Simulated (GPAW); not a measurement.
Here is a GPAW 26.7.0 calculation.

The input run.py:

```python
from ase.dft.bandgap import bandgap
from ase.io import read, write
from ase.units import GPa
from gpaw import GPAW, PW

atoms = read('Pd.xyz')

calc = GPAW(mode=PW(600),
            xc='PBE',
            kpts={'size': (12, 12, 12), 'gamma': True},
            occupations={'name': 'methfessel-paxton', 'order': 0, 'width': 0.028000000000000004},
            nbands=17,
            convergence={'density': 1e-05, 'energy': 1e-05},
            maxiter=150,
            txt='gpaw.txt')
atoms.calc = calc
energy = atoms.get_potential_energy()
forces = atoms.get_forces()
stress = atoms.get_stress()
calc.write('gs.gpw')
write('result.traj', atoms)
print(f'Energy: {energy:.6f} eV')
print('Forces (eV/A):')
print(forces.round(4))
print('Stress (GPa):', (stress / GPa).round(3))
print('Fermi level:', round(calc.get_fermi_level(), 4), 'eV')
print(f'Gap: {bandgap(calc)[0]:.4f} eV, direct: {bandgap(calc, direct=True)[0]:.4f} eV')
```

The input Pd.xyz:

```xyz
1
Lattice="0.0000000000 1.9465000000 1.9465000000 1.9465000000 0.0000000000 1.9465000000 1.9465000000 1.9465000000 0.0000000000" Properties=species:S:1:pos:R:3 pbc="T T T"
Pd     0.0000000000      0.0000000000      0.0000000000
```

Potentials or basis: GPAW PAW data sets (gpaw-data 1.2.1), pw.

Launch:

```bash
$ OMP_NUM_THREADS=1 python run.py
```

Problem. What does it give for the band gap on the k mesh?

Solution. None (metal or under the smearing width).

Problem. Predict the pressure.

Solution. 6.8 GPa.
